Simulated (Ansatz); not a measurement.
System: zinc-blende ZnTe. Method: PBE-D3(BJ) in Ansatz (plane waves, PAW).

Settings: plane-wave cutoff 520 eV, 10×10×10 k mesh, Fermi–Dirac smearing 0.01 eV, scalar-relativistic PAW data made under PBE.

Pressure at four volumes; x = ln(V/28.154 Å³). One pressure is withheld.

| V (Å³/atom) | x | P (GPa) |
|---|---|---|
| 26.465 | -0.0619 | 3.52 |
| 28.154 | 0.0000 | 0.00 |
| 29.280 | 0.0392 | -1.76 |
| 29.843 | 0.0583 | ? |

### Question
Pass a parabola P(x) through the three rows shown, estimate the bulk modulus and its pressure derivative near zero pressure, and predict the withheld pressure.

### Answer
Slopes between the rows: (0.00 − (3.52))/(0.0000 − (-0.0619)) = -56.87 and (-1.76 − (0.00))/(0.0392 − (0.0000)) = -44.90 GPa. Their difference over the span 0.1011 is c = 11.97/0.1011 = 118.4 GPa, so P(x) = 3.52 + (-56.87)(x − (-0.0619)) + 118.4 (x − (-0.0619))(x − (0.0000)). At the middle row B = −dP/dx = −[-56.87 + 118.4 × 0.0619] = 49.5 GPa, and B′ = dB/dP = 2c/B = 4.8. At x = 0.0583 the parabola gives -2.49 GPa; the run gives -2.50 GPa. The Birch–Murnaghan fit to the energies at all volumes has B0 = 49.2 GPa and B′ = 4.7.

Measured, for comparison: bulk modulus 51 ± 3 GPa (room temperature, no zero-point or thermal correction; as tabulated in Determination of phase transition pressures of ZnTe under quasihydrostatic …). Computed (rounded) less measured: bulk modulus -4 % (inside the measured uncertainty).

Spin–orbit coupling is not included.

Ansatz is a first-principles code.
